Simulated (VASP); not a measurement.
AgCl (Chlorargyrite): single point with LDA

**The experiment to reproduce.**

From a printed reference work, data compilation, for a bulk crystal of AgCl: band gap 3.249 eV (indirect).

The system is AgCl (Chlorargyrite).

```
Ag Cl
1.0
     0.00000    2.67707    2.67707
     2.67707    0.00000    2.67707
     2.67707    2.67707    0.00000
Ag Cl
1 1
Direct
  0.00000 0.00000 0.00000
  0.50000 0.50000 0.50000
```

| Item | Value |
| --- | --- |
| Program | VASP 6.6.1 |
| Task | single point |
| Functional | LDA |
| Potentials or basis | VASP PAW LDA potentials, release 64 (Ag, Cl) |
| Cutoff | 520 eV |
| k mesh | 8 × 8 × 8 |
| Occupations | gaussian, width 0.02 eV |
| Spin | no spin polarisation |

- Pressure: 0.0 GPa
- Band gap on the k mesh: 0.66 eV, indirect (least direct gap 3.37 eV)

Levels at points of the mesh, in eV from the valence-band top:
| k point | band 6 | band 7 | band 8 | band 9 | band 10 | band 11 | band 12 | band 13 |
| --- | --- | --- | --- | --- | --- | --- | --- | --- |
| (0.00, 0.00, 0.00) | -2.96 | -2.76 | -2.76 | -2.76 | 0.66 | 10.71 | 10.71 | 10.71 |
| (0.50, 0.00, 0.00) | -2.52 | -2.13 | 0.00 | 0.00 | 3.67 | 6.95 | 7.24 | 7.24 |
| (0.50, 0.50, 0.00) | -2.71 | -2.36 | -2.36 | -2.19 | 1.94 | 7.71 | 8.75 | 11.79 |

Run time: 8 s on 1 thread of AMD EPYC 9R45 (Zen 5) (shared host), peak memory 0.12 GiB.

Measured gap of AgCl: 3.249 eV (indirect; a printed reference work, data compilation). This calculation gives 0.66 eV (-2.59 eV). So large a miss can be the level of theory's own, or it may mean another phase, state or a wrong row. Spin-orbit coupling on Ag is left out. The value is that of LDA on a finite k mesh, which can miss the band edges, without temperature or zero-point motion. Semilocal functionals fall short of measured gaps as a rule.
